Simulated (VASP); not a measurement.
Input of a VASP 6.6.1 run:

The input INCAR:

```
SYSTEM = GaP
ALGO = Normal
EDIFF = 1E-6
ENCUT = 520
GGA = PE
ISIF = 2
ISMEAR = 0
LASPH = .TRUE.
LCHARG = .FALSE.
LREAL = .FALSE.
LWAVE = .FALSE.
NBANDS = 16
NELM = 100
PREC = Accurate
SIGMA = 0.025
```

The input KPOINTS:

```
k-points
0
G
  8 8 8
  0 0 0
```

POSCAR

```
GaP
1.0
    0.0000000000      2.7252500000      2.7252500000
    2.7252500000      0.0000000000      2.7252500000
    2.7252500000      2.7252500000      0.0000000000
Ga P
1 1
Direct
    0.0000000000      0.0000000000      0.0000000000
    0.7500000000      0.7500000000      0.7500000000
```

Potentials or basis: VASP PAW PBE potentials, release 64 (Ga_d, P).

Run with:

```bash
$ cat potpaw_PBE.64/Ga_d/POTCAR potpaw_PBE.64/P/POTCAR > POTCAR
$ mpirun -np 1 vasp_std > vasp.out
```

Problem. Predict the band gap on the k mesh.

Solution. 1.64 eV, indirect (least direct gap 1.83 eV).

Problem. What does it give for the pressure?

Solution. 2.4 GPa.

**The experiment to reproduce.**

From “Stacking defects in GaP nanowires: Electronic structure and optical properties”, 2018, arxiv:1810.01194, for a bulk crystal of GaP at 10 K: band gap 2.34 eV (indirect).

Measured gap of GaP: 2.34 eV (indirect; 10 K; quoted in “Stacking defects in GaP nanowires: Electronic structure and optical properties”, 2018, arxiv:1810.01194). This calculation gives 1.64 eV (-0.70 eV). Spin-orbit coupling on Ga is left out. The value is that of PBE on a finite k mesh, which can miss the band edges, without temperature or zero-point motion. Semilocal functionals fall short of measured gaps as a rule.
